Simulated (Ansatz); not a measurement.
How far is PAW off for InP?

```
CELL_PARAMETERS angstrom
0.02855 2.86928 2.86928
2.86928 0.02855 2.86928
2.86928 2.86928 0.02855
ATOMIC_POSITIONS crystal
In 0.00000 0.00000 0.00000
P 0.50000 0.50000 0.50000
```

Atom numbers follow the list: In1, P2.

The conventional cell has a = 4.017 Å, b = 4.017 Å, c = 9.989 Å, α = 90.00°, β = 90.00°, γ = 120.00°. Around In (atom 1) lie 6 P at 2.86 Å. Around P (atom 2) lie 6 In at 2.86 Å.

The geometry is COD entry 1538565, unchecked; take it as a test cell. The listed cell was then made from it by scaling, straining or moving an atom.

No spin–orbit coupling, which matters for the heavy atoms here.

All numbers are computed: DFT, PBE, PAW with Ansatz's default frozen-core files, scalar-relativistic (Ansatz 0.2.0); DFT, PBE, all-electron PAW with datasets made for the crystal, scalar-relativistic (Ansatz 0.2.0); DFT, PBE, all-electron LAPW, scalar-relativistic (Ansatz 0.2.0).

For PAW: a Γ-centred 11×11×11 k mesh, Fermi–Dirac smearing of 0.03 eV, cutoff 420 eV, no spin polarisation. The crystal-made all-electron datasets (AE datasets) take a cutoff of 240 eV at this cell. LAPW targets a basis error of 0.25 meV/atom. The Ansatz runs share mesh, smearing and spin set-up. Plane-wave (PAW) pressures include the program's estimate of the Pulay term.

Stress and pressure are positive in compression.

The change that made this cell: equal xy, yz and zx engineering shear strains of +1 %.

| quantity | PAW | AE datasets | LAPW |
| --- | --- | --- | --- |
| pressure (GPa) | -5.36 | -5.35 | -5.35 |
| stress yz (GPa) | -0.30 | -0.29 | -0.29 |
| stress xz (GPa) | -0.30 | -0.29 | -0.29 |
| stress xy (GPa) | -0.30 | -0.29 | -0.29 |

PAW's pressure differs from the LAPW value by about 0.01 GPa or less.
